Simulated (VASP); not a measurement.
# Ru (Fd-3m) in VASP: a series of runs, part 2 of 2

VASP 6.6.1. The steps go on from the part before.

### Step 3. Single point, revPBE

This run uses another cell than the first one, of 22.20 Å³/atom, 1.080 times its volume.

File INCAR:

```
SYSTEM = Ru
PREC = Accurate
ENCUT = 520
EDIFF = 1E-6
ISMEAR = -1
SIGMA = 0.1
LREAL = .FALSE.
LASPH = .TRUE.
NELM = 80
ALGO = Fast
ISIF = 2
LWAVE = .FALSE.
LCHARG = .FALSE.
GGA = RE
NBANDS = 21
```

File KPOINTS:

```
regular mesh
0
G
  11 11 11
  0 0 0
```

File POSCAR:

```
Ru
1.0
    0.0000000000      2.8103366471      2.8103366471
    2.8103366471      0.0000000000      2.8103366471
    2.8103366471      2.8103366471      0.0000000000
Ru
2
Direct
    0.1250000000      0.1250000000      0.1250000000
    0.8750000000      0.8750000000      0.8750000000
```

Potentials or basis: VASP PAW PBE potentials, release 64 (Ru_pv).

Run with:

```bash
> cat potpaw_PBE.64/Ru_pv/POTCAR > POTCAR
> mpirun -np 1 vasp_std > vasp.out
```

OUTCAR:

```text
SYSTEM = Ru
   PREC = Accurate
   ENCUT = 520
   EDIFF = 1E-6
   ISMEAR = -1
   LREAL = .FALSE.
   LASPH = .TRUE.
   NELM = 80
   ISIF = 2
   GGA = RE

 ion  position               nearest neighbor table
   1  0.125  0.125  0.125-   2 2.43   2 2.43   2 2.43   2 2.43
   2  0.875  0.875  0.875-   1 2.43   1 2.43   1 2.43   1 2.43

  LATTYP: Found a face centered cubic cell.
 ALAT       =     5.6206732942

  Lattice vectors:

 A1 = (   0.0000000000,   2.8103366471,   2.8103366471)
 A2 = (   2.8103366471,   0.0000000000,   2.8103366471)
 A3 = (   2.8103366471,   2.8103366471,   0.0000000000)

Analysis of symmetry for initial positions (statically):
=====================================================================
 Subroutine PRICEL returns:
 Original cell was already a primitive cell.

 Routine SETGRP: Setting up the symmetry group for a
 face centered cubic supercell.

 Subroutine GETGRP returns: Found 48 space group operations
 (whereof 12 operations were pure point group operations)
 out of a pool of 48 trial point group operations.

The static configuration has the point symmetry D_3d.
 The point group associated with its full space group is O_h .

Analysis of symmetry for dynamics (positions and initial velocities):
=====================================================================
 Subroutine PRICEL returns:
 Original cell was already a primitive cell.

 Routine SETGRP: Setting up the symmetry group for a
 face centered cubic supercell.

 Subroutine GETGRP returns: Found 48 space group operations
 (whereof 12 operations were pure point group operations)
 out of a pool of 48 trial point group operations.

The dynamic configuration has the point symmetry D_3d.
 The point group associated with its full space group is O_h .

[... 106 lines left out ...]
   POTIM  = 0.5000    time-step for ionic-motion
   TEBEG  =    0.0;   TEEND  =   0.0 temperature during run
   PSTRESS=    0.0 pullay stress
   NELECT =      28.0000    total number of electrons
   NUPDOWN=      -1.0000    fix difference up-down
   EMIN   =  10.00;   EMAX   =-10.00  energy-range for DOS
   EFERMI =   0.00;   METHOD = LEGACY
   ISMEAR =    -1;   SIGMA  =   0.10  broadening in eV -4-tet -1-fermi 0-gaus
   EFERMI_NEDOS =   21; number of points for ismear=-14 and -15
   IALGO  =     68    algorithm
   IMIX   =      4    mixing-type and parameters
     AMIX     =   0.40;   BMIX     =  1.00
     AMIX_MAG =   1.60;   BMIX_MAG =  1.00
  volume/ion in A,a.u.               =      22.20       149.79
  Fermi-wavevector in a.u.,A,eV,Ry     =   1.403974  2.653127 26.819041  1.971144
  Thomas-Fermi vector in A             =   2.526582
   LORBIT       =      0    0 simple, 1 ext, 2 COOP (PROOUT), +10 PAW based schemes
   GGA     = RE    functional components
   LHFCALC =     F    Hartree Fock is set to
   AEXX    =    0.0000 exact exchange contribution
   IVDW    =     0    specifies the selected vdW correction
   LEPSILON=     F    determine dielectric tensor
   LRPA    =     F    only Hartree local field effects (RPA)
 non-spin polarized calculation
 RMM-DIIS sequential band-by-band and
  energy-cutoff  :      520.00
  volume of cell :       44.39
 maximum number of plane-waves:      1243
 NGX is ok and might be reduce to    30
   NGX = 15   NGY = 15   NGZ = 15

 number of electron      27.9999994 magnetization

 Free energy of the ion-electron system (eV)
  ---------------------------------------------------
  ext. energy  EPLUGINS =         0.00000000
  ---------------------------------------------------
  free energy    TOTEN  =       -15.10810495 eV

  energy without entropy =      -15.03892792  energy(sigma->0) =      -15.07351643

 E-fermi :   6.0296     XC(G=0): -10.7674

 val. band max:        6.0118642010   @ k =   0.4545   0.2727   0.0909
 cond. band min:       6.0667950203   @ k =   0.3636   0.2727   0.0909
 fundamental gap:      0.0549308194
 Fermi energy:         6.0295884063

 k-point     1 :       0.0000    0.0000    0.0000
  band No.  band energies     occupation
      1     -36.8972      2.00000
      2     -36.8972      2.00000
      3     -36.8972      2.00000
      4     -36.2176      2.00000
      5     -36.2176      2.00000
      6     -36.2176      2.00000
[... 565 lines left out ...]
     20      17.0095      0.00000
     21      17.2043      0.00000

 [... further k-points ...]
[... 5 lines left out ...]
  --------------------------------------------------------------------------------------
  -------------------------------------------------------------------------------------
  Total       -2.6917526     -2.6917526     -2.6917526      0.0000000      0.0000000      0.0000000
  in kB      -97.1495255    -97.1495255    -97.1495255      0.0000000      0.0000000      0.0000000
  external PRESSURE =     -97.1495255 kB  Pullay stress =       0.0000000 kB

 VOLUME and BASIS-vectors are now :
 -----------------------------------------------------------------------------
  energy-cutoff  :      520.00
  volume of cell :       44.39
      direct lattice vectors                 reciprocal lattice vectors
     0.000000000  2.810336647  2.810336647    -0.177914628  0.177914628  0.177914628
     2.810336647  0.000000000  2.810336647     0.177914628 -0.177914628  0.177914628
     2.810336647  2.810336647  0.000000000     0.177914628  0.177914628 -0.177914628

 POSITION                                       TOTAL-FORCE (eV/Angst)
 -----------------------------------------------------------------------------------
      0.70258      0.70258      0.70258        -0.000000     -0.000000     -0.000000
      4.91809      4.91809      4.91809         0.000000      0.000000      0.000000
 -----------------------------------------------------------------------------------
    total drift:                               -0.000000      0.000000      0.000000

  FREE ENERGIE OF THE ION-ELECTRON SYSTEM (eV)
  ---------------------------------------------------
  free  energy   TOTEN  =       -15.1081049529 eV

  energy  without entropy=      -15.0389279169  energy(sigma->0) =      -15.07351643
```

OSZICAR:

```text
N       E                     dE             d eps       ncg     rms          rms(c)
DAV:   1     0.276178495010E+03    0.27618E+03   -0.17454E+04  2368   0.136E+03
DAV:   2    -0.104345071767E+02   -0.28661E+03   -0.27744E+03  2505   0.408E+02
DAV:   3    -0.155628917429E+02   -0.51284E+01   -0.50671E+01  2642   0.615E+01
DAV:   4    -0.156148295244E+02   -0.51938E-01   -0.51902E-01  3130   0.540E+00
DAV:   5    -0.156153670436E+02   -0.53752E-03   -0.53750E-03  2844   0.477E-01    0.922E+00
RMM:   6    -0.151219440371E+02    0.49342E+00   -0.13764E+00  2353   0.960E+00    0.277E+00
RMM:   7    -0.151112846276E+02    0.10659E-01   -0.71892E-02  2453   0.227E+00    0.126E+00
RMM:   8    -0.151080311452E+02    0.32535E-02   -0.15945E-02  2386   0.119E+00    0.962E-02
RMM:   9    -0.151080191299E+02    0.12015E-04   -0.22122E-03  2541   0.490E-01    0.683E-02
RMM:  10    -0.151080941022E+02   -0.74972E-04   -0.37559E-04  2605   0.207E-01    0.179E-02
RMM:  11    -0.151081032136E+02   -0.91115E-05   -0.79581E-05  2940   0.866E-02    0.708E-03
RMM:  12    -0.151081051436E+02   -0.19300E-05   -0.21642E-05  2934   0.433E-02    0.570E-03
RMM:  13    -0.151081049529E+02    0.19070E-06   -0.38927E-06  2225   0.198E-02
   1 F= -.15108105E+02 E0= -.15073516E+02  d E =-.691770E-01
```

stdout:

```text
POSCAR found type information on POSCAR Ru
 POSCAR found :  1 types and       2 ions
 scaLAPACK will be used
 -----------------------------------------------------------------------------
|                                                                             |
|                                                                             |
|     You enforced a specific xc type in the INCAR file but a different       |
|     I HOPE YOU KNOW WHAT YOU ARE DOING!                                     |
|                                                                             |
 -----------------------------------------------------------------------------

 LDA part: xc-table for (Slater+PW92), standard interpolation
 POSCAR, INCAR and KPOINTS ok, starting setup
 FFT: planning ... GRIDC
 FFT: planning ... GRID_SOFT
 FFT: planning ... GRID
 WAVECAR not read
 entering main loop
WARNING in EDDRMM: call to ZHEGV failed, returncode =   8  4     19
```

It took 68 s on 1 thread of AMD EPYC 7R43 (Zen 3), shared host; peak memory 0.14 GiB.

What came out:

```
Free energy            : -15.1081 eV
Pressure               : -9.7 GPa
Band gap on the k mesh : none (metal or under the smearing width)
```

Caveat: the PAW data sets were made with another functional, which shifts forces and pressure a little.

### Step 4. Single point, revPBE

This run uses another cell than the first one, of 18.09 Å³/atom, 0.880 times its volume.

File INCAR:

```
ALGO     = Fast           # electronic algorithm
EDIFF    = 1E-6           # SCF threshold, eV
ENCUT    = 520            # plane-wave cutoff, eV
GGA      = RE             # functional
ISIF     = 2              # what is computed and relaxed
ISMEAR   = -1             # smearing method
LASPH    = T              # aspherical terms in the spheres
LCHARG   = T              # write CHGCAR
LELF     = T              # ELF
LREAL    = F              # projectors in reciprocal space
LVHAR    = T            
LWAVE    = F              # write WAVECAR
NBANDS   = 21             # bands
NELM     = 80             # most SCF steps
PREC     = Accurate       # precision mode
SIGMA    = 0.1            # smearing width, eV
```

File KPOINTS:

```
k-points
0
Gamma
  11 11 11
```

File POSCAR:

```
Ru
1.0
    0.0000000000      2.6248912725      2.6248912725
    2.6248912725      0.0000000000      2.6248912725
    2.6248912725      2.6248912725      0.0000000000
Ru
2
Direct
    0.1250000000      0.1250000000      0.1250000000
    0.8750000000      0.8750000000      0.8750000000
```

Run with:

```bash
> cat potpaw_PBE.64/Ru_pv/POTCAR > POTCAR
> mpirun -np 1 vasp_std > vasp.out
```

It took 58 s on 1 thread of AMD EPYC 7R43 (Zen 3), shared host; peak memory 0.14 GiB.

It converged, with:

* Free energy: -14.8302 eV
* Pressure: 27.5 GPa
* Band gap on the k mesh: none (metal or under the smearing width)

Levels at points of the mesh, in eV from the Fermi level:
| k point | band 10 | band 11 | band 12 | band 13 | band 14 | band 15 | band 16 | band 17 | band 18 | band 19 |
| --- | --- | --- | --- | --- | --- | --- | --- | --- | --- | --- |
| (0.00, 0.00, 0.00) | -3.60 | -3.60 | -3.60 | -0.51 | -0.51 | -0.51 | 2.21 | 2.21 | 10.93 | 12.93 |

Caveat: so large a pressure means that the cell lies far from this level's equilibrium, or that cutoff or potentials fall short; the potentials were made for another functional, which shifts forces and pressure.

### Step 5. Summary

| cell | k mesh | further INCAR settings | gap on the mesh (eV) | pressure (GPa) |
| --- | --- | --- | --- | --- |
| Fd-3m, 20.55 Å³/atom | 16 × 16 × 16 | ALGO = Fast; EDIFF = 1e-07; NBANDS = 21 | none | 0.3 |
| Fd-3m, 22.2 Å³/atom | 11 × 11 × 11 | ALGO = Fast; EDIFF = 1e-06; NBANDS = 21 | none | -9.7 |
| Fd-3m, 18.09 Å³/atom | 11 × 11 × 11 | ALGO = Fast; EDIFF = 1e-06; NBANDS = 21 | none | 27.5 |

Alike in all rows: task single point; level revPBE; potentials or basis VASP PAW PBE potentials, release 64 (Ru_pv); no spin polarisation; cutoff (eV) 520; smearing fermi-dirac 0.1 eV.

Every run on the cell as given and a fine mesh finds a metal.

Caveats: the PAW data sets were made with another functional, which shifts forces and pressure a little (some runs); so large a pressure means that the cell lies far from this level's equilibrium, or that cutoff or potentials fall short (some runs); the potentials were made for another functional, which shifts forces and pressure (some runs).

Total energies depend on the potentials used, so only differences within one code and one set of settings carry meaning.
